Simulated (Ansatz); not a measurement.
Runs of Ansatz 0.2.0 on Sn. It takes space group Fd-3m (No. 227, cubic). The conventional cell has a = 6.467 Å, b = 6.467 Å, c = 6.467 Å, α = 90.00°, β = 90.00°, γ = 90.00°. Around Sn (site symmetry -43m) lie 4 Sn at 2.80 Å. This isn't the form of Sn at room conditions, which is tetragonal (white tin).

```tsv
task	level	potentials or basis	spin	cell	k mesh	cutoff (eV)	smearing	basis error allowed	mesh quality	gap on the mesh (eV)	pressure (GPa)
single point	PBE	all-electron LAPW, scalar-relativistic	off	as given	7 × 7 × 7	257	gaussian 0.026 eV	0.001 eV/atom	not flagged	none	3.8
band structure	LDA	all-electron LAPW, relativistic spinors	SOC, no magnetisation	as given	5 × 5 × 5	257	fermi-dirac 0.05 eV	0.001 eV/atom	coarse	-	0.3
band structure	RPBE	all-electron LAPW, scalar-relativistic	off	as given	7 × 7 × 7	257	fermi-dirac 0.05 eV	0.001 eV/atom	not flagged	-	5.2
single point	RPBE	all-electron LAPW, scalar-relativistic	off	the cell as VASP's run set it	7 × 7 × 7	257	gaussian 0.1 eV	0.001 eV/atom	not flagged	none	5.2
single point	PBE	all-electron LAPW, scalar-relativistic	off	the cell as VASP's run set it	7 × 7 × 7	257	gaussian 0.05 eV	0.001 eV/atom	not flagged	none	3.8
elastic constants	PBEsol	all-electron LAPW, scalar-relativistic	off	as given	5 × 5 × 5	277	fermi-dirac 0.05 eV	0.001 eV/atom	coarse	none	(a)
single point	PBE	all-electron LAPW, scalar-relativistic	off	as given	7 × 7 × 7	257	gaussian 0.021 eV	0.001 eV/atom	not flagged	none	3.8
single point	PBE	all-electron LAPW, scalar-relativistic	off	as given	4 × 4 × 4	237	fermi-dirac 0.04 eV	0.002 eV/atom	coarse	none	4.5
```

Problem. Estimate the missing entries.

Solution. (a) 1.8.

Caveats: some runs use coarse meshes; the k mesh is thin for a metal, which can move the energy by tens of meV per atom (some runs); spin-orbit coupling is left out, which moves the levels of the heavy elements (some runs); a metal's response needs a denser mesh (some runs); elastic constants of metals need much finer meshes, so these are rough (some runs).

A k mesh can miss the band edges, and rows without SOC leave out spin-orbit coupling on Sn.

A gap of «none» marks a metal or a gap under the smearing width.
